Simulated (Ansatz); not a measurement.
CsBr in Ansatz: the effect of functional

CsBr:

```xyz
2
Lattice="4.3256 0.0000 0.0000 0.0000 4.3256 0.0000 0.0000 0.0000 4.3256" Properties=species:S:1:pos:R:3 pbc="T T T"
Cs    0.0000    0.0000    0.0000
Br    2.1628    2.1628    2.1628
```

The cell comes from a database or a generator and needn't be the stable form of this composition.

Alike in all runs:

```yaml
Program: Ansatz 0.2.0
Task: single point
Potentials_or_basis: all-electron PAW datasets made for the crystal
k_mesh: 4 × 4 × 4
Occupations: fermi-dirac, width 0.05 eV
Spin: no spin polarisation
```

```csv
functional,cutoff,gap on the mesh (eV),pressure (GPa)
PBEsol,200 eV (chosen from the basis error),4.23,-0.8
HSE06,340 eV (chosen from the basis error),5.59,0.3
PBE0,340 eV (chosen from the basis error),?,?
```

What does the run with functional PBE0 give?

gap on the mesh 6.30 eV; pressure 0.3 GPa.

Caveats: spin-orbit coupling is left out, which moves the levels of the heavy elements.

The runs don't all hold the same shells in valence.
